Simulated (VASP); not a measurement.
Runs of VASP 6.6.1 on HgSe. The structure is cubic, space group F-43m (No. 216). Conventional cell: a = 6.146 Å, b = 6.146 Å, c = 6.146 Å, α = 90.00°, β = 90.00°, γ = 90.00°. Hg (site symmetry -43m) is surrounded by 4 Se at 2.66 Å. Se (site symmetry -43m) has 4 Hg at 2.66 Å as nearest neighbours. 

| task | level | potentials or basis | spin | cell | cutoff (eV) | gap on the mesh (eV) | pressure (GPa) |
| --- | --- | --- | --- | --- | --- | --- | --- |
| relaxation of cell and atoms | PBEsol | VASP PAW PBE potentials, release 64 (Hg, Se) | off | relaxed | 600 | (a) | 0.0 |
| band structure | r2SCAN | VASP PAW PBE potentials, release 64 (Hg, Se) | off | as given | 520 | - | 1.2 |
| band structure | LDA | VASP PAW LDA potentials, release 64 (Hg, Se) | off | as given | 520 | - | -1.7 |
| band structure | TB-mBJ | VASP PAW PBE potentials, release 64 (Hg, Se) | off | as given | 520 | 0.05 | - |

Alike in all rows: k mesh 10 × 10 × 10; smearing gaussian 0.03 eV.

Estimate the missing entries.

(a) none.

Caveats: the PAW data sets were made with another functional, which shifts forces and pressure a little (some runs); spin-orbit coupling is left out, which moves the levels of the heavy elements (some runs); the relaxation stopped at its first step, so nothing moved (some runs).

A k mesh can miss the band edges, and the runs leave out spin-orbit coupling on Hg, Se.

Runs at the PBE level aren't shown here.
